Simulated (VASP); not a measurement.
## NaH: relaxation of cell and atoms with LDA

Crystal: NaH.

```
CELL_PARAMETERS angstrom
0.00000 2.34459 2.34459
2.34459 0.00000 2.34459
2.34459 2.34459 0.00000
ATOMIC_POSITIONS crystal
Na 0.00000 0.00000 0.00000
H 0.50000 0.50000 0.50000
```

- Program: VASP 6.6.1
- Task: relaxation of cell and atoms
- Functional: LDA
- Potentials or basis: VASP PAW LDA potentials, release 64 (Na_pv, H)
- Cutoff: 600 eV
- k mesh: 10 × 10 × 10
- Occupations: gaussian, width 0.03 eV
- Spin: no spin polarisation
- Further INCAR settings: ALGO = Normal; EDIFF = 1e-07; IBRION = 2; EDIFFG = -0.005; NSW = 90; ISIF = 3

The pressure after relaxing is 0.0 GPa and the band gap on the k mesh is 3.57 eV, indirect (least direct gap 4.51 eV).

Final structure:
```
Na H
1.0
     0.00000    2.34459    2.34459
     2.34459    0.00000    2.34459
     2.34459    2.34459    0.00000
Na H
1 1
Cartesian
  0.0000 0.0000 0.0000
  2.3446 2.3446 2.3446
```

Levels at points of the mesh, in eV from the valence-band top:
| k point | band 2 | band 3 | band 4 | band 5 | band 6 | band 7 |
| --- | --- | --- | --- | --- | --- | --- |
| (0.00, 0.00, 0.00) | -22.01 | -22.01 | -4.03 | 11.23 | 15.87 | 15.87 |
| (0.50, 0.00, 0.00) | -22.02 | -22.02 | -0.94 | 3.57 | 11.23 | 13.65 |
| (0.50, 0.50, 0.00) | -22.05 | -22.05 | -0.19 | 4.49 | 10.01 | 10.91 |

Wall time 6.3 s on 1 thread of Intel(R) Xeon(R) Platinum 8488C (Sapphire Rapids), with other jobs on the host, peak memory 0.13 GiB.

Caveat: the relaxation stopped at its first step, so nothing moved. A k mesh can miss the band edges.
